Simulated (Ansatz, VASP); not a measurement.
# Two plane-wave programs on CaB2

File INCAR:

```
SYSTEM = CaB2
ALGO = Normal
EDIFF = 1E-6
EDIFFG = -0.01
ENCUT = 600
IBRION = 2
ISIF = 3
ISMEAR = -1
IVDW = 13
LASPH = .True.
LCHARG = .False.
LMIXTAU = .True.
LREAL = .False.
LWAVE = .False.
METAGGA = R2SCAN
NELM = 60
NSW = 40
PREC = Accurate
SIGMA = 0.05
VDW_A1 = 0.51559235
VDW_A2 = 5.77342911
VDW_S6 = 1.0
VDW_S8 = 0.6018749
```

KPOINTS

```
k-points
0
Gamma
  9 9 7
  0 0 0
```

POSCAR

```
CaB2
1.0
    3.2264302843      0.0000000000      0.0000000000
   -1.6132151421      2.7941705897      0.0000000000
    0.0000000000      0.0000000000      4.0673920000
Ca B
1 2
Direct
    0.0000000000      0.0000000000      0.0000000000
    0.6666666667      0.3333333333      0.5000000000
    0.3333333333      0.6666666667      0.5000000000
```

File input.yaml:

```yaml
crystal:
  lattice:
    - [3.2264302843, 0.0, 0.0]
    - [-1.6132151421, 2.7941705897, 0.0]
    - [0.0, 0.0, 4.067392]
  atoms:
    - { symbol: Ca, position: [0.0, 0.0, 0.0] }
    - { symbol: B, position: [0.6666666667, 0.3333333333, 0.5] }
    - { symbol: B, position: [0.3333333333, 0.6666666667, 0.5] }
hamiltonian:
  xc: r2scan
  pseudopotentials: { kind: paw }
  dispersion: d4
kpoints:
  mp_grid: { grid: [9, 9, 7] }
scf:
  occupations: { method: fermi_dirac, width: 0.05 }
output:
  forces: true
  stress: true
  eigenvalues: true
relax:
  f_tol: 0.01
  max_steps: 40
  cell: { stress_tol: 0.05 }
```

The cell comes from a database or a generator and needn't be the stable form of this composition.

Alike in both runs: task relaxation of cell and atoms; functional r2SCAN; dispersion D4; k mesh 9 × 9 × 7; occupations fermi-dirac, width 0.05 eV; no spin polarisation.

|  | VASP | Ansatz |
| --- | --- | --- |
| version | VASP 6.6.1 | Ansatz 0.2.0 |
| potentials or method | VASP PAW PBE potentials, release 64 (Ca_sv, B) | Ansatz PAW |
| plane-wave cutoff (eV) | 600 | 500 |
| valence electrons in the cell | 16 | 16 |

Ansatz gave:

```
gap on the k mesh at the Fermi level, each at its own relaxed structure (eV) : none
relaxed volume (Å³/atom)                                                     : 12.07
relaxed cell length with the largest relative difference (Å)                 : 4.053
```

**Question.** What did VASP give for the same quantities?

**Answer.** gap on the k mesh at the Fermi level, each at its own relaxed structure (eV): none; relaxed volume (Å³/atom): 12.12; relaxed cell length with the largest relative difference (Å): 4.061.

A gap of «none» marks a metal or a gap that the smearing closes.

Caveats: pairwise dispersion overbinds metals, which lowers pressure and volume; the PAW data sets were made with another functional, which shifts forces and pressure a little (VASP); the plane-wave basis is chosen anew once the cell has moved, so the energies of steps on either side of that aren't comparable (Ansatz); the PAW data sets come from PBE, with cores solved anew for the run's functional, which leaves a small shift of forces and pressure (Ansatz).
